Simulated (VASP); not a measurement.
# Ni (Fm-3m) in VASP: further runs

One crystal, Ni, is run at these levels: PBEsol, PBE+D3(BJ); tasks: relaxation of cell and atoms.

Program: VASP 6.6.1. These are calculated values, not measurements. Logs are shortened: lines on timing, memory, paths and dates and some standing lists are left out, and cuts for length are marked.

## 1. Starting point

Symmetry: Fm-3m, No. 225, cubic system. Conventional cell: a = 3.462 Å, b = 3.462 Å, c = 3.462 Å, α = 90.00°, β = 90.00°, γ = 90.00°. Ni (site symmetry m-3m) has 12 Ni at 2.45 Å as nearest neighbours.

## 2. Relaxation of cell and atoms, PBEsol, collinear spin, ferromagnetic start

INCAR

```
SYSTEM = Ni
PREC = Accurate
ENCUT = 600
EDIFF = 1E-7
ISMEAR = 1
SIGMA = 0.1
LREAL = .False.
LASPH = .True.
NELM = 150
ALGO = Normal
ISIF = 3
LWAVE = .False.
LCHARG = .False.
ISPIN = 2
MAGMOM = 2
LORBIT = 11
LMAXMIX = 4
GGA = PS
IBRION = 2
NSW = 90
EDIFFG = -0.005
AMIX = 0.2
BMIX = 1E-4
AMIX_MAG = 0.8
BMIX_MAG = 1E-4
```

KPOINTS

```
regular mesh
0
Gamma
  18 18 18
  0 0 0
```

POSCAR

```
Ni                                      
1.0
   -0.0000000000      1.7308961527      1.7308961527
    1.7308961527      0.0000000000      1.7308961527
    1.7308961527      1.7308961527      0.0000000000
  Ni            
     1
Direct
     0.0000000000000000    0.0000000000000000    0.0000000000000000
```

Potentials or basis: VASP PAW PBE potentials, release 64 (Ni).

Run with:

```console
> cat potpaw_PBE.64/Ni/POTCAR > POTCAR
> mpirun -np 1 vasp_std > vasp.out
```

OUTCAR:

```text
SYSTEM = Ni
   PREC = Accurate
   ENCUT = 600
   EDIFF = 1E-7
   ISMEAR = 1
   LREAL = .False.
   LASPH = .True.
   NELM = 150
   ISIF = 3
   ISPIN = 2
   LORBIT = 11
   GGA = PS
   IBRION = 2
   NSW = 90
   EDIFFG = -0.005
   AMIX = 0.2
   AMIX_MAG = 0.8

 ion  position               nearest neighbor table
   1  0.000  0.000  0.000-

  LATTYP: Found a face centered cubic cell.
 ALAT       =     3.4617923054

  Lattice vectors:

 A1 = (   0.0000000000,   1.7308961527,   1.7308961527)
 A2 = (   1.7308961527,   0.0000000000,   1.7308961527)
 A3 = (   1.7308961527,   1.7308961527,   0.0000000000)

Analysis of symmetry for initial positions (statically):
=====================================================================
 Subroutine PRICEL returns:
 Original cell was already a primitive cell.

 Routine SETGRP: Setting up the symmetry group for a
 face centered cubic supercell.

 Subroutine GETGRP returns: Found 48 space group operations
 (whereof 48 operations were pure point group operations)
 out of a pool of 48 trial point group operations.

The static configuration has the point symmetry O_h .

Analysis of symmetry for dynamics (positions and initial velocities):
=====================================================================
 Subroutine PRICEL returns:
 Original cell was already a primitive cell.

 Routine SETGRP: Setting up the symmetry group for a
 face centered cubic supercell.

 Subroutine GETGRP returns: Found 48 space group operations
 (whereof 48 operations were pure point group operations)
 out of a pool of 48 trial point group operations.

The dynamic configuration has the point symmetry O_h .

Analysis of structural, dynamic, and magnetic symmetry:
=====================================================================
 Subroutine PRICEL returns:
 Original cell was already a primitive cell.

 Routine SETGRP: Setting up the symmetry group for a
 face centered cubic supercell.

 Subroutine GETGRP returns: Found 48 space group operations
 (whereof 48 operations were pure point group operations)
 out of a pool of 48 trial point group operations.

The overall configuration has the point symmetry O_h .

 Subroutine INISYM returns: Found 48 space group operations
 (whereof 48 operations are pure point group operations),
 and found     1 'primitive' translations

----------------------------------------------------------------------------------------

                                     Primitive cell

  volume of cell :      10.3715

  direct lattice vectors                    reciprocal lattice vectors
     0.000000000  1.730896153  1.730896153    -0.288867705  0.288867705  0.288867705
     1.730896153  0.000000000  1.730896153     0.288867705 -0.288867705  0.288867705
     1.730896153  1.730896153  0.000000000     0.288867705  0.288867705 -0.288867705

  length of vectors
     2.447856814  2.447856814  2.447856814     0.500333543  0.500333543  0.500333543

  position of ions in fractional coordinates (direct lattice)
     0.000000000  0.000000000  0.000000000

  ion indices of the primitive-cell ions
   primitive index   ion index
                 1           1

----------------------------------------------------------------------------------------

 KPOINTS: regular mesh

Automatic generation of k-mesh.
 Grid dimensions read from file:
 generate k-points for:   18   18   18

 Generating k-lattice:

  Cartesian coordinates                     Fractional coordinates (reciprocal lattice)
    -0.016048206  0.016048206  0.016048206     0.055555556  0.000000000  0.000000000
     0.016048206 -0.016048206  0.016048206     0.000000000  0.055555556  0.000000000
     0.016048206  0.016048206 -0.016048206     0.000000000  0.000000000  0.055555556

  Length of vectors
     0.027796308  0.027796308  0.027796308

  Shift w.r.t. Gamma in fractional coordinates (k-lattice)
     0.000000000  0.000000000  0.000000000

 Subroutine IBZKPT returns following result:
 ===========================================

 Found    195 irreducible k-points:

 Following reciprocal coordinates:
            Coordinates               Weight
  0.000000  0.000000  0.000000      1.000000
  0.055556  0.000000  0.000000      8.000000
  0.111111  0.000000  0.000000      8.000000
  0.166667  0.000000  0.000000      8.000000
  0.222222  0.000000  0.000000      8.000000
  0.277778  0.000000  0.000000      8.000000
[... 16 lines left out ...]
 -0.277778  0.055556  0.000000     24.000000
 -0.222222  0.055556  0.000000     24.000000
 [... further k-points ...]
   k-points           NKPTS =    195   k-points in BZ     NKDIM =    195   number of bands    NBANDS=     10
   number of dos      NEDOS =    301   number of ions     NIONS =      1
   total plane-waves  NPLWV =   8000
   dimension x,y,z NGX =    20 NGY =   20 NGZ =   20
   dimension x,y,z NGXF=    40 NGYF=   40 NGZF=   40
   ions per type =               1
   NGX,Y,Z   is equivalent  to a cutoff of  13.58, 13.58, 13.58 a.u.
[... 64 lines left out ...]

------------------------ aborting loop because EDIFF is reached ----------------------------------------

  FORCE on cell =-STRESS in cart. coord.  units (eV):
  Direction    XX          YY          ZZ          XY          YZ          ZX
  --------------------------------------------------------------------------------------
  -------------------------------------------------------------------------------------
  Total       -0.0081539     -0.0081539     -0.0081539      0.0000000      0.0000000      0.0000000
  in kB       -1.2596072     -1.2596072     -1.2596072      0.0000000      0.0000000      0.0000000
  external PRESSURE =      -1.2596072 kB  Pullay stress =       0.0000000 kB

 VOLUME and BASIS-vectors are now :
 -----------------------------------------------------------------------------
  energy-cutoff  :      600.00
  volume of cell :       10.37
      direct lattice vectors                 reciprocal lattice vectors
     0.000000000  1.730896153  1.730896153    -0.288867705  0.288867705  0.288867705
     1.730896153  0.000000000  1.730896153     0.288867705 -0.288867705  0.288867705
     1.730896153  1.730896153  0.000000000     0.288867705  0.288867705 -0.288867705
[... 36 lines left out ...]
 POSITION                                       TOTAL-FORCE (eV/Angst)
 -----------------------------------------------------------------------------------
      1.73022      1.73022      3.46043         0.000000      0.000000     -0.000000
 -----------------------------------------------------------------------------------
    total drift:                               -0.000000     -0.000000      0.000000

  FREE ENERGIE OF THE ION-ELECTRON SYSTEM (eV)
  ---------------------------------------------------
  free  energy   TOTEN  =        -6.1368845286 eV

  energy  without entropy=       -6.1371578994  energy(sigma->0) =       -6.13697565

--------------------------------------- Ionic step        3  -------------------------------------------

 number of electron       9.9999995 magnetization       0.6112457

 Free energy of the ion-electron system (eV)
  ---------------------------------------------------
  ext. energy  EPLUGINS =         0.00000000
  ---------------------------------------------------
  free energy    TOTEN  =        -6.13688777 eV

  energy without entropy =       -6.13716035  energy(sigma->0) =       -6.13697863

 E-fermi :   9.8875     XC(G=0): -13.7242

 val. band max:        9.8829351372   @ k =   0.3889   0.3889   0.0000
 cond. band min:       9.8983776375   @ k =  -0.4444   0.5000   0.0556
 fundamental gap:      0.0154425003
 Fermi energy:         9.8874863295

 spin component 1

 k-point     1 :       0.0000    0.0000    0.0000
  band No.  band energies     occupation
      1       0.4846      1.00000
      2       7.3363      1.00000
      3       7.3363      1.00000
      4       7.3363      1.00000
      5       8.5967      1.00000
      6       8.5967      1.00000
      7      33.9905      0.00000
      8      38.2132      0.00000
      9      38.2132      0.00000
     10      38.2132      0.00000

 k-point     2 :       0.0556    0.0000    0.0000
  band No.  band energies     occupation
      1       0.6100      1.00000
      2       7.3021      1.00000
      3       7.3655      1.00000
      4       7.3655      1.00000
      5       8.5839      1.00000
      6       8.5839      1.00000
      7      33.6447      0.00000
      8      36.6037      0.00000
      9      37.9287      0.00000
     10      37.9287      0.00000
[... 274 lines left out ...]
 k-point    24 :      -0.2222    0.0556    0.0000
  band No.  band energies     occupation
      1       2.7405      1.00000
      2       6.9280      1.00000
      3       7.5786      1.00000
      4       7.6291      1.00000
      5       8.4885      1.00000
      6       8.8275      1.00000
      7      25.3242      0.00000
      8      32.4798      0.00000
      9      35.9735      0.00000
     10      38.1887      0.00000

 [... further k-points ...]

 spin component 2

 k-point     1 :       0.0000    0.0000    0.0000
  band No.  band energies     occupation
      1       0.4760      1.00000
      2       8.0476      1.00000
      3       8.0476      1.00000
      4       8.0476      1.00000
      5       9.1856      1.00000
      6       9.1856      1.00000
      7      33.8872      0.00000
      8      38.2094      0.00000
      9      38.2094      0.00000
     10      38.2094      0.00000

 k-point     2 :       0.0556    0.0000    0.0000
  band No.  band energies     occupation
      1       0.6015      1.00000
      2       8.0093      1.00000
      3       8.0779      1.00000
      4       8.0779      1.00000
      5       9.1720      1.00000
      6       9.1720      1.00000
      7      33.5752      0.00000
      8      36.6123      0.00000
      9      37.9477      0.00000
     10      37.9477      0.00000
[... 308 lines left out ...]
 POSITION                                       TOTAL-FORCE (eV/Angst)
 -----------------------------------------------------------------------------------
      0.00000      0.00000      0.00000         0.000000      0.000000      0.000000
 -----------------------------------------------------------------------------------
    total drift:                                0.000000      0.000000      0.000000

  FREE ENERGIE OF THE ION-ELECTRON SYSTEM (eV)
  ---------------------------------------------------
  free  energy   TOTEN  =        -6.1368877693 eV

  energy  without entropy=       -6.1371603542  energy(sigma->0) =       -6.13697863

 reached required accuracy - stopping structural energy minimisation

 total charge

# of ion       s       p       d       tot
------------------------------------------
    1        0.522   0.547   8.335   9.404

 magnetization (x)

# of ion       s       p       d       tot
------------------------------------------
    1       -0.006  -0.024   0.647   0.617
```

Run time: 57 s. Hardware: 1 thread of Intel Xeon Platinum 8488C (Sapphire Rapids), shared host; peak memory 0.17 GiB.

Results:

- Free energy: -6.1369 eV
- Relaxed volume: 10.37 Å³/atom
- Relaxed cell: a = 2.448 Å, b = 2.448 Å, c = 2.448 Å, α = 60.00°, β = 60.00°, γ = 60.00°
- Space group after relaxing (to 0.05 Å): Fm-3m (No. 225)
- Energy gained by relaxing: 0.0 meV/atom
- Ionic steps: 3
- Pressure after relaxing: 0.0 GPa
- Band gap on the k mesh: none (metal or under the smearing width)
- Net moment: 0.61 μB per cell
- Site moments: Ni +0.62 μB
- Valence electrons inside the program's atomic spheres: Ni 9.40

Final structure:
```cif
data_structure
_symmetry_space_group_name_H-M 'P 1'
_symmetry_Int_Tables_number 1
_cell_length_a 2.4475
_cell_length_b 2.4475
_cell_length_c 2.4475
_cell_angle_alpha 60.000
_cell_angle_beta 60.000
_cell_angle_gamma 60.000
_cell_volume 10.37
loop_
_atom_site_label
_atom_site_type_symbol
_atom_site_fract_x
_atom_site_fract_y
_atom_site_fract_z
_atom_site_occupancy
Ni1 Ni 0.00000 0.00000 0.00000 1
```

Levels at points of the mesh, in eV from the Fermi level:
Spin up:
```csv
k point,band 3,band 4,band 5,band 6,band 7,band 8
"(0.00, 0.00, 0.00)",-2.55,-2.55,-1.29,-1.29,24.10,28.33
"(0.50, 0.00, 0.00)",-2.54,-0.57,-0.57,-0.43,5.99,22.57
"(0.50, 0.50, 0.00)",-0.52,-0.43,-0.43,2.42,9.63,15.22
```
Spin down:
```
           k point  band 1  band 2  band 3  band 4  band 5  band 6  band 7  band 8  band 9  band 10
(0.00, 0.00, 0.00)   -9.41   -1.84   -1.84   -1.84   -0.70   -0.70   24.00   28.32   28.32    28.32
(0.50, 0.00, 0.00)   -4.71   -1.94   -1.94   -0.46    0.16    0.16    6.41   22.47   25.55    25.55
(0.50, 0.50, 0.00)   -4.61   -3.88    0.09    0.39    0.39    2.41    9.90   15.25   15.25    20.51
```

Caveat: the PAW data sets were made with another functional, which shifts forces and pressure a little.

## 3. Relaxation of cell and atoms, PBE+D3(BJ), collinear spin, ferromagnetic start

This run uses another cell than the first one, of 10.94 Å³/atom, 1.055 times its volume.

INCAR

```
SYSTEM = Ni
  PREC = Accurate
  ENCUT = 600
  EDIFF = 1E-6
  ISMEAR = 1
  SIGMA = 0.1
  LREAL = .False.
  LASPH = .True.
  NELM = 150
  ALGO = Normal
  ISIF = 3
  LWAVE = .False.
  LCHARG = .False.
  ISPIN = 2
  MAGMOM = 2
  LORBIT = 11
  LMAXMIX = 4
  GGA = PE
  IVDW = 12
  IBRION = 2
  NSW = 90
  EDIFFG = -0.01
  AMIX = 0.2
  BMIX = 1E-4
  AMIX_MAG = 0.8
  BMIX_MAG = 1E-4
```

KPOINTS

```
Automatic mesh
0
Gamma
  18 18 18
  0 0 0
```

POSCAR

```
Ni
1.0
    0.0000000000      1.7619350000      1.7619350000
    1.7619350000      0.0000000000      1.7619350000
    1.7619350000      1.7619350000      0.0000000000
Ni
1
Direct
    0.0000000000      0.0000000000      0.0000000000
```

Potentials or basis: VASP PAW PBE potentials, release 64 (Ni).

Run with:

```console
> cat potpaw_PBE.64/Ni/POTCAR > POTCAR
> mpirun -np 1 vasp_std > vasp.out
```

Run time: 47 s. Hardware: 1 thread of Intel Xeon 6975P-C (Granite Rapids), shared host; peak memory 0.18 GiB.

Results (log left out):

- Free energy: -5.9432 eV
- Relaxed volume: 10.50 Å³/atom
- Relaxed cell: a = 2.458 Å, b = 2.458 Å, c = 2.458 Å, α = 60.00°, β = 60.00°, γ = 60.00°
- Space group after relaxing (to 0.05 Å): Fm-3m (No. 225)
- Energy gained by relaxing: 11.6 meV/atom
- Ionic steps: 3
- Pressure after relaxing: 0.0 GPa
- Band gap on the k mesh: none (metal or under the smearing width)
- Net moment: 0.61 μB per cell
- Site moments: Ni +0.62 μB
- Valence electrons inside the program's atomic spheres: Ni 9.38
- Dispersion energy per atom: -0.480 eV

The path:
```csv
step,energy change (eV),largest force (eV/Å),pressure (GPa),volume (Å³)
1,0.0000,0.0000,-8.06,10.94
2,-0.0001,0.0000,9.52,10.09
3,-0.0116,0.0000,-0.04,10.50
```

Final structure:
```cif
data_structure
_symmetry_space_group_name_H-M 'P 1'
_symmetry_Int_Tables_number 1
_cell_length_a 2.4579
_cell_length_b 2.4579
_cell_length_c 2.4579
_cell_angle_alpha 60.000
_cell_angle_beta 60.000
_cell_angle_gamma 60.000
_cell_volume 10.50
loop_
_atom_site_label
_atom_site_type_symbol
_atom_site_fract_x
_atom_site_fract_y
_atom_site_fract_z
_atom_site_occupancy
Ni1 Ni 0.00000 0.00000 0.00000 1
```

Levels at points of the mesh, in eV from the Fermi level:
Spin up:
```csv
k point,band 3,band 4,band 5,band 6,band 7,band 8
"(0.00, 0.00, 0.00)",-2.53,-2.53,-1.28,-1.28,24.02,28.17
"(0.50, 0.00, 0.00)",-2.51,-0.59,-0.59,-0.36,5.92,22.50
"(0.50, 0.50, 0.00)",-0.53,-0.46,-0.46,2.47,9.54,15.16
```
Spin down:
```tsv
k point	band 3	band 4	band 5	band 6	band 7	band 8
(0.00, 0.00, 0.00)	-1.78	-1.78	-0.72	-0.72	23.87	28.14
(0.50, 0.00, 0.00)	-1.91	-0.42	0.15	0.15	6.34	22.36
(0.50, 0.50, 0.00)	0.06	0.40	0.40	2.43	9.78	15.17
```

Caveat: pairwise dispersion overbinds metals, which lowers pressure and volume.

## 4. Relaxation of cell and atoms, PBE+D3(BJ), collinear spin, ferromagnetic start

This run uses another cell than the first one, of 10.50 Å³/atom, 1.012 times its volume.

Changes to INCAR since step 3:

```diff
@@ -3,3 +3,3 @@
   ENCUT = 600
-  EDIFF = 1E-6
+  EDIFF = 1E-7
   ISMEAR = 1
@@ -21,3 +21,3 @@
   NSW = 90
-  EDIFFG = -0.01
+  EDIFFG = -0.005
   AMIX = 0.2
```

KPOINTS is that of step 3.

POSCAR

```
Ni                                      
1.0
   -0.0000000000      1.7379788573      1.7379788573
    1.7379788573      0.0000000000      1.7379788573
    1.7379788573      1.7379788573      0.0000000000
  Ni            
     1
Direct
     0.0000000000000000    0.0000000000000000    0.0000000000000000
```

Run with:

```console
> cat potpaw_PBE.64/Ni/POTCAR > POTCAR
> mpirun -np 1 vasp_std > vasp.out
```

Wall time 21 s (1 thread of Intel Xeon 6975P-C (Granite Rapids), shared host); peak memory 0.17 GiB.

The run converged. Its results:

```
Free energy                                           : -5.9429 eV
Pressure after relaxing                               : 0.0 GPa
Band gap on the k mesh                                : none (metal or under the smearing width)
Net moment                                            : 0.61 μB per cell
Site moments                                          : Ni +0.62 μB
Valence electrons inside the program's atomic spheres : Ni 9.38
Dispersion energy per atom                            : -0.480 eV
```

Final structure:
```cif
data_structure
_symmetry_space_group_name_H-M 'P 1'
_symmetry_Int_Tables_number 1
_cell_length_a 2.4579
_cell_length_b 2.4579
_cell_length_c 2.4579
_cell_angle_alpha 60.000
_cell_angle_beta 60.000
_cell_angle_gamma 60.000
_cell_volume 10.50
loop_
_atom_site_label
_atom_site_type_symbol
_atom_site_fract_x
_atom_site_fract_y
_atom_site_fract_z
_atom_site_occupancy
Ni1 Ni 0.00000 0.00000 0.00000 1
```

Levels at points of the mesh, in eV from the Fermi level:
Spin up:
```tsv
k point	band 2	band 3	band 4	band 5	band 6	band 7	band 8	band 9
(0.00, 0.00, 0.00)	-2.53	-2.53	-2.53	-1.28	-1.28	24.02	28.17	28.17
(0.50, 0.00, 0.00)	-2.51	-2.51	-0.59	-0.59	-0.36	5.92	22.50	25.30
(0.50, 0.50, 0.00)	-4.39	-0.53	-0.46	-0.46	2.47	9.54	15.16	15.16
```
Spin down:
```csv
k point,band 1,band 2,band 3,band 4,band 5,band 6,band 7,band 8,band 9,band 10
"(0.00, 0.00, 0.00)",-9.29,-1.78,-1.78,-1.78,-0.72,-0.72,23.87,28.14,28.14,28.14
"(0.50, 0.00, 0.00)",-4.61,-1.91,-1.91,-0.42,0.15,0.15,6.34,22.36,25.39,25.39
"(0.50, 0.50, 0.00)",-4.53,-3.78,0.06,0.40,0.40,2.43,9.78,15.17,15.17,20.35
```

Caveat: the relaxation stopped at its first step, so nothing moved; pairwise dispersion overbinds metals, which lowers pressure and volume.
